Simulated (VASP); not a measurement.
Here is a VASP 6.6.1 calculation.

The input INCAR:

```
  ALGO = Normal
  EDIFF = 1E-6
  ENCUT = 520
  GGA = PE
  ISIF = 2
  ISMEAR = -1
  LASPH = True
  LCHARG = False
  LREAL = False
  LWAVE = False
  NBANDS = 15
  NELM = 100
  PREC = Accurate
  SIGMA = 0.02
```

The input KPOINTS:

```
k-points
0
Gamma
  6 6 6
```

POSCAR

```
BaS
1.0
    0.0000000000      3.2144262625      3.2144262625
    3.2144262625      0.0000000000      3.2144262625
    3.2144262625      3.2144262625      0.0000000000
Ba S
1 1
Direct
    0.0000000000      0.0000000000      0.0000000000
    0.5000000000      0.5000000000      0.5000000000
```

Potentials or basis: VASP PAW PBE potentials, release 64 (Ba_sv, S).

Launch:

```bash
$ cat potpaw_PBE.64/Ba_sv/POTCAR potpaw_PBE.64/S/POTCAR > POTCAR
$ mpirun -np 1 vasp_std > vasp.out
```

Question: Estimate the pressure.

Answer: 0.5 GPa.

Question: What does it give for the band gap on the k mesh?

Answer: 2.14 eV (least direct gap 2.29 eV).

Caveat: spin-orbit coupling is left out, which moves the levels of the heavy elements.

**What was measured.**

A printed reference work, monograph, original work of 1988 reports, for a bulk crystal of BaS at 2 K: band gap 3.806 eV (indirect).

A measured gap of BaS is 3.806 eV (indirect; 2 K; a printed reference work, monograph, original work of 1988); the calculated 2.14 eV misses it by -1.67 eV. Spin-orbit coupling on Ba is left out. The value is that of PBE on a finite k mesh, which can miss the band edges, without temperature or zero-point motion. Semilocal functionals fall short of measured gaps as a rule.
